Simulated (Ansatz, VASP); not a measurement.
## Li, level by level in two programs

```
CELL_PARAMETERS angstrom
-1.73094 1.73094 1.73094
1.73094 -1.73094 1.73094
1.73094 1.73094 -1.73094
ATOMIC_POSITIONS crystal
Li 0.00000 0.00000 0.00000
```

Single points on this cell with VASP 6.6.1 and Ansatz 0.2.0. Each row is one pair of runs. Alike in all rows: spin: off; k mesh: 11 × 11 × 11; smearing: fermi-dirac, width 0.05 eV.

```csv
level,"VASP's potentials, cutoff","Ansatz's potentials, cutoff","gap on the k mesh at the Fermi level (eV), VASP","gap on the k mesh at the Fermi level (eV), Ansatz"
LDA,"VASP PAW LDA potentials, release 64 (Li_sv), 520 eV","Ansatz PAW, 420 eV",none,none
r2SCAN,"VASP PAW PBE potentials, release 64 (Li_sv), 520 eV","Ansatz PAW, 500 eV",none,none
r2SCAN+D4,"VASP PAW PBE potentials, release 64 (Li_sv), 520 eV","Ansatz PAW, 500 eV",none,none
```

A gap of «none» marks a metal or a gap that the smearing closes.
